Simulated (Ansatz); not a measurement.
Before relaxation, (100) slab as cut from the bulk (CoO, I4/mmm (No. 139), (1 0 0) face):

```yaml
crystal:
  lattice:
    - [3.01600, 0.00000, 0.00000]
    - [0.00000, 4.21450, 0.00000]
    - [0.00000, 0.00000, 25.55600]
  atoms:
    - { symbol: Co, position: [0.50000, 0.50000, 0.29347] }
    - { symbol: O, position: [0.50000, 0.00000, 0.29347] }
    - { symbol: Co, position: [0.00000, 0.00000, 0.35248] }
    - { symbol: O, position: [0.00000, 0.50000, 0.35248] }
    - { symbol: Co, position: [0.50000, 0.50000, 0.41149] }
    - { symbol: O, position: [0.50000, 0.00000, 0.41149] }
    - { symbol: Co, position: [0.00000, 0.00000, 0.47050] }
    - { symbol: O, position: [0.00000, 0.50000, 0.47050] }
    - { symbol: Co, position: [0.50000, 0.50000, 0.52950] }
    - { symbol: O, position: [0.50000, 0.00000, 0.52950] }
    - { symbol: Co, position: [0.00000, 0.00000, 0.58851] }
    - { symbol: O, position: [0.00000, 0.50000, 0.58851] }
    - { symbol: Co, position: [0.50000, 0.50000, 0.64752] }
    - { symbol: O, position: [0.50000, 0.00000, 0.64752] }
    - { symbol: Co, position: [0.00000, 0.00000, 0.70653] }
    - { symbol: O, position: [0.00000, 0.50000, 0.70653] }
```

All numbers below come from DFT PBE, scalar-relativistic, plane waves, PAW in Ansatz. Cutoff 420 eV; k points 11×8×1 on the computed 16-atom cell (Γ-centred); Gaussian smearing, width 0.10 eV; collinear spin. A dipole correction removes the field between periodic images along c.

All atoms are free. The cell is fixed. Force threshold 0.02 eV/Å. The density starts from the converged run of the unrelaxed slab.

```tsv
step	E − E_final (eV)	largest force (eV/Å)
1	0.646	1.148
2	0.507	0.950
3	0.130	0.607
4	0.040	0.385
5	0.003	0.075
6	0.000	0.033
7	0.000	0.009
```

(1) What is the final structure?

The run saw a state lower than the one given here. Moments started parallel, and an antiferromagnetic order may lie lower. Semilocal functionals without U can misjudge the magnetic state of such a slab.

Answers

(1)
```xyz
16
Lattice="3.0160 0.0000 0.0000 0.0000 4.2145 0.0000 0.0000 0.0000 25.5560" Properties=species:S:1:pos:R:3 pbc="T T T"
Co    1.5080    2.1072    7.7215
O     1.5080    0.0000    7.4303
Co    0.0000    0.0000    8.7172
O     0.0000    2.1072    9.0637
Co    1.5080    2.1072   10.7232
O     1.5080    0.0000   10.3978
Co    0.0000    0.0000   11.7985
O     0.0000    2.1072   12.1333
Co    1.5080    2.1072   13.7575
O     1.5080    0.0000   13.4228
Co    0.0000    0.0000   14.8328
O     0.0000    2.1072   15.1582
Co    1.5080    2.1072   16.8388
O     1.5080    0.0000   16.4923
Co    0.0000    0.0000   17.8346
O     0.0000    2.1072   18.1257
```

The reference crystal is a form of CoO, which isn't its usual structure.

Cost: 1 run of about 34 core-minutes, on AMD EPYC 9R45 (Zen 5) (shared hosts).